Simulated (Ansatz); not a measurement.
# HfN: energy and stress against strain

Aim: for HfN, strain the cell along the Voigt pattern (0, 0, 0, 1, 0, 0).

Program: Ansatz 0.2.0. Level of theory: DFT PBE, scalar-relativistic, plane waves, PAW. These are calculated values, not measurements.

### 1 The starting structure

The structure is cubic, space group Fm-3m (No. 225). The conventional cell has a = 4.518 Å, b = 4.518 Å, c = 4.518 Å, α = 90.00°, β = 90.00°, γ = 90.00°. Hf (site symmetry m-3m) has 6 N at 2.26 Å as nearest neighbours. Around N (site symmetry m-3m) lie 6 Hf at 2.26 Å.

Structure file:

```cif
data_structure
_symmetry_space_group_name_H-M 'P 1'
_symmetry_Int_Tables_number 1
_cell_length_a 3.1947
_cell_length_b 3.1947
_cell_length_c 3.1947
_cell_angle_alpha 60.000
_cell_angle_beta 60.000
_cell_angle_gamma 60.000
_cell_volume 23.06
loop_
_atom_site_label
_atom_site_type_symbol
_atom_site_fract_x
_atom_site_fract_y
_atom_site_fract_z
_atom_site_occupancy
Hf1 Hf 0.00000 0.00000 0.00000 1
N1 N 0.50000 0.50000 0.50000 1
```

No relaxation comes first: the listed cell is the starting point.

### 2 The reference cell

Reference values: F = -16108.6833 eV; pressure 5.44 GPa; largest force 0.000 eV/Å; gap on the mesh none (metal). It was computed beforehand with the settings of the runs below.

### 3 Next: energy and stress against strain

The cell is strained by ε times the Voigt pattern (0, 0, 0, 1, 0, 0) (xx, yy, zz, yz, xz, xy; engineering shear), with fractional coordinates fixed (clamped ions). The stress on the pattern is the sum of the stress components weighted by it, tension positive.

### 4 At ε = -0.1500

Input file input.yaml:

```yaml
crystal:
  lattice:
    - [0.0, 2.089575, 2.089575]
    - [2.259, -0.169425, 2.259]
    - [2.259, 2.259, -0.169425]
  atoms:
    - { symbol: Hf, position: [0.0, 0.0, 0.0] }
    - { symbol: "N", position: [0.5, 0.5, 0.5] }
basis:
  ecutwfc: 420
kpoints:
  mp_grid: { grid: [18, 18, 18] }
hamiltonian:
  xc: pbe
scf:
  occupations: { method: gaussian, width: 0.15 }
output:
  forces: true
  stress: true
  eigenvalues: true
  write_density: true
  write_potential: true
  elf: true
  volumetric_format: npy
```

The run is started by

```
$ ansatz run input.yaml --threads 1 --pin off --max-ram 2560MiB --backend cpu --events-out ev --progress --plain --runs-dir out
```

### 5 Point ε = 0.1125

input.yaml, as its differences from that of step 4:

```diff
@@ -2,5 +2,5 @@
   lattice:
-    - [0.0, 2.089575, 2.089575]
-    - [2.259, -0.169425, 2.259]
-    - [2.259, 2.259, -0.169425]
+    - [0.0, 2.38606875, 2.38606875]
+    - [2.259, 0.12706875, 2.259]
+    - [2.259, 2.259, 0.12706875]
   atoms:
```

### 6 At ε = -0.0750

Input file input.yaml:

```yaml
crystal:
  lattice:
    - [0.0, 2.1742875, 2.1742875]
    - [2.259, -0.0847125, 2.259]
    - [2.259, 2.259, -0.0847125]
  atoms:
    - { symbol: Hf, position: [0.0, 0.0, 0.0] }
    - { symbol: "N", position: [0.5, 0.5, 0.5] }
basis:
  ecutwfc: 420
kpoints:
  mp_grid: { grid: [18, 18, 18] }
hamiltonian:
  xc: pbe
scf:
  occupations: { method: gaussian, width: 0.15 }
output:
  forces: true
  stress: true
  eigenvalues: true
```

### 7 At ε = 0.0375

input.yaml, as its differences from that of step 6:

```diff
@@ -2,5 +2,5 @@
   lattice:
-    - [0.0, 2.1742875, 2.1742875]
-    - [2.259, -0.0847125, 2.259]
-    - [2.259, 2.259, -0.0847125]
+    - [0.0, 2.30135625, 2.30135625]
+    - [2.259, 0.04235625, 2.259]
+    - [2.259, 2.259, 0.04235625]
   atoms:
```

### 8 At ε = 0.1312

input.yaml, as its differences from that of step 7:

```diff
@@ -2,5 +2,5 @@
   lattice:
-    - [0.0, 2.30135625, 2.30135625]
-    - [2.259, 0.04235625, 2.259]
-    - [2.259, 2.259, 0.04235625]
+    - [0.0, 2.4071904, 2.4071904]
+    - [2.259, 0.1481904, 2.259]
+    - [2.259, 2.259, 0.1481904]
   atoms:
```

### 9 At ε = 0.0937

input.yaml, as its differences from that of step 8:

```diff
@@ -2,5 +2,5 @@
   lattice:
-    - [0.0, 2.4071904, 2.4071904]
-    - [2.259, 0.1481904, 2.259]
-    - [2.259, 2.259, 0.1481904]
+    - [0.0, 2.36483415, 2.36483415]
+    - [2.259, 0.10583415, 2.259]
+    - [2.259, 2.259, 0.10583415]
   atoms:
```

### 10 At ε = 0.0562

input.yaml, as its differences from that of step 9:

```diff
@@ -2,5 +2,5 @@
   lattice:
-    - [0.0, 2.36483415, 2.36483415]
-    - [2.259, 0.10583415, 2.259]
-    - [2.259, 2.259, 0.10583415]
+    - [0.0, 2.3224779, 2.3224779]
+    - [2.259, 0.0634779, 2.259]
+    - [2.259, 2.259, 0.0634779]
   atoms:
```

### 11 At ε = 0.0187

input.yaml, as its differences from that of step 10:

```diff
@@ -2,5 +2,5 @@
   lattice:
-    - [0.0, 2.3224779, 2.3224779]
-    - [2.259, 0.0634779, 2.259]
-    - [2.259, 2.259, 0.0634779]
+    - [0.0, 2.28012165, 2.28012165]
+    - [2.259, 0.02112165, 2.259]
+    - [2.259, 2.259, 0.02112165]
   atoms:
```

(Steps that only read results are left out.)

Before running it: what results should come out? Wanted: slope of the stress at ε = 0, from the points at -0.0750, 0 and 0.0187.

The runs gave:

| quantity | value |
| --- | --- |
| slope of the stress at ε = 0, from the points at -0.0750, 0 and 0.0187 | 120 GPa |

In words: From the stress slope, C44 is about 120 GPa with the ions clamped; letting the atoms relax could not make it stiffer. The step is wide, so higher orders mix in. The reference stands under 5.4 GPa, so this is no zero-stress constant. No sampled point lies below the undisturbed cell. The runs treat Hf without spin-orbit coupling. The final runs have no spin polarisation, so no magnetic state was tried and one may lie lower.
